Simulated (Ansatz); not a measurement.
# A point defect in WS2: W vacancy

A defect calculation: W vacancy in WS2, supercell of 48 sites.

Program: Ansatz 0.2.0. Level of theory: DFT PBE, scalar-relativistic, plane waves, PAW. These are calculated values, not measurements.

5 further runs of the same task are left out: 1 that didn't finish, 4 set aside as unsound or not needed.

## (1) Starting point

It takes space group R3m (No. 160, trigonal). The conventional cell has a = 3.188 Å, b = 3.188 Å, c = 22.423 Å, α = 90.00°, β = 90.00°, γ = 120.00°. W (site symmetry 3m) is surrounded by 6 S at 2.42 Å. S (site symmetry 3m) is surrounded by 3 W at 2.42 Å.

Coordinates:

```xyz
3
Lattice="1.5939 0.9202 7.4744 -1.5939 0.9202 7.4744 0.0000 -1.8404 7.4744" Properties=species:S:1:pos:R:3 pbc="T T T"
W     0.0000    0.0000    0.0152
S     0.0000    0.0000    9.0607
S     0.0000    0.0000    5.9186
```

It goes back to an entry of the Materials Project, which need not be the stable form.

It is the result of an earlier relaxation at this level (volume 21.93 Å³/atom; gap on the mesh: 1.64 eV).

## (2) The perfect supercell

Input file input.yaml:

```yaml
crystal:
  lattice:
    - [-6.375494846, 3.6808936656, 7.4744429926]
    - [0.0, -7.3617873312, 7.4744429926]
    - [6.375494846, 3.6808936656, 7.4744429926]
  atoms:
    - { symbol: W, position: [0.2506774473, 0.7506774473, 0.0006774473] }
    - { symbol: W, position: [0.5006774473, 0.5006774473, 0.0006774473] }
    - { symbol: W, position: [0.7506774473, 0.2506774473, 0.0006774473] }
    - { symbol: W, position: [0.0006774473, 0.7506774473, 0.2506774473] }
    - { symbol: W, position: [0.0006774473, 0.0006774473, 0.0006774473] }
    - { symbol: W, position: [0.2506774473, 0.5006774473, 0.2506774473] }
    - { symbol: W, position: [0.5006774473, 0.2506774473, 0.2506774473] }
    - { symbol: W, position: [0.7506774473, 0.7506774473, 0.5006774473] }
    - { symbol: W, position: [0.7506774473, 0.0006774473, 0.2506774473] }
    - { symbol: W, position: [0.0006774473, 0.5006774473, 0.5006774473] }
    - { symbol: W, position: [0.2506774473, 0.2506774473, 0.5006774473] }
    - { symbol: W, position: [0.5006774473, 0.7506774473, 0.7506774473] }
    - { symbol: W, position: [0.5006774473, 0.0006774473, 0.5006774473] }
    - { symbol: W, position: [0.7506774473, 0.5006774473, 0.7506774473] }
    - { symbol: W, position: [0.0006774473, 0.2506774473, 0.7506774473] }
    - { symbol: W, position: [0.2506774473, 0.0006774473, 0.7506774473] }
    - { symbol: S, position: [0.6540743331, 0.1540743331, 0.4040743331] }
    - { symbol: S, position: [0.9040743331, 0.9040743331, 0.4040743331] }
    - { symbol: S, position: [0.1540743331, 0.6540743331, 0.4040743331] }
    - { symbol: S, position: [0.4040743331, 0.1540743331, 0.6540743331] }
    - { symbol: S, position: [0.4040743331, 0.4040743331, 0.4040743331] }
    - { symbol: S, position: [0.6540743331, 0.9040743331, 0.6540743331] }
    - { symbol: S, position: [0.9040743331, 0.6540743331, 0.6540743331] }
    - { symbol: S, position: [0.1540743331, 0.1540743331, 0.9040743331] }
    - { symbol: S, position: [0.1540743331, 0.4040743331, 0.6540743331] }
    - { symbol: S, position: [0.4040743331, 0.9040743331, 0.9040743331] }
    - { symbol: S, position: [0.6540743331, 0.6540743331, 0.9040743331] }
    - { symbol: S, position: [0.9040743331, 0.1540743331, 0.1540743331] }
    - { symbol: S, position: [0.9040743331, 0.4040743331, 0.9040743331] }
    - { symbol: S, position: [0.1540743331, 0.9040743331, 0.1540743331] }
    - { symbol: S, position: [0.4040743331, 0.6540743331, 0.1540743331] }
    - { symbol: S, position: [0.6540743331, 0.4040743331, 0.1540743331] }
    - { symbol: S, position: [0.5139482196, 0.0139482196, 0.2639482196] }
    - { symbol: S, position: [0.7639482196, 0.7639482196, 0.2639482196] }
    - { symbol: S, position: [0.0139482196, 0.5139482196, 0.2639482196] }
    - { symbol: S, position: [0.2639482196, 0.0139482196, 0.5139482196] }
    - { symbol: S, position: [0.2639482196, 0.2639482196, 0.2639482196] }
    - { symbol: S, position: [0.5139482196, 0.7639482196, 0.5139482196] }
    - { symbol: S, position: [0.7639482196, 0.5139482196, 0.5139482196] }
    - { symbol: S, position: [0.0139482196, 0.0139482196, 0.7639482196] }
    - { symbol: S, position: [0.0139482196, 0.2639482196, 0.5139482196] }
    - { symbol: S, position: [0.2639482196, 0.7639482196, 0.7639482196] }
    - { symbol: S, position: [0.5139482196, 0.5139482196, 0.7639482196] }
    - { symbol: S, position: [0.7639482196, 0.0139482196, 0.0139482196] }
    - { symbol: S, position: [0.7639482196, 0.2639482196, 0.7639482196] }
    - { symbol: S, position: [0.0139482196, 0.7639482196, 0.0139482196] }
    - { symbol: S, position: [0.2639482196, 0.5139482196, 0.0139482196] }
    - { symbol: S, position: [0.5139482196, 0.2639482196, 0.0139482196] }
basis:
  ecutwfc: 420
  xc_grid: 2
kpoints:
  mp_grid: { grid: [2, 2, 2], shift: [0.5, 0.5, 0.5] }
hamiltonian:
  xc: pbe
scf:
  occupations: { method: gaussian, width: 0.01 }
output:
  forces: true
  stress: true
  eigenvalues: true
  write_density: true
  write_potential: true
  elf: true
  volumetric_format: npy
```

Launch:

```bash
$ ansatz run input.yaml --threads 4 --pin off --max-ram 8192MiB --backend cpu --events-out ev --progress --plain --runs-dir out
```

The session goes on with these runs: relaxation at the host's cell; charge 0 again, with another moment.

What does the calculation give? Wanted: formation energy, neutral; moment, neutral; nearest atoms after relaxation, one image of each, neutral.

**Answer**, as computed:

| quantity | value |
| --- | --- |
| formation energy, neutral | 6.54 eV |
| moment, neutral | 0.00 μB |
| nearest atoms after relaxation, one image of each, neutral | 6 S at 2.48 Å |

**Reading.** Forming the neutral defect takes 6.54 eV with the elements as reservoirs. That is the W-rich limit, where a vacancy costs most; where W is scarce it costs less. The neutral defect adds no moment in this cell, where a carrier can spread over band states. A cell of 48 sites leaves finite-size errors of tenths of an eV, or more where the defect fills or empties host bands. A distortion of lower symmetry was not tried. Starting moments were lost in some runs. These runs have no spin-orbit coupling; with W it would split and shift bands.
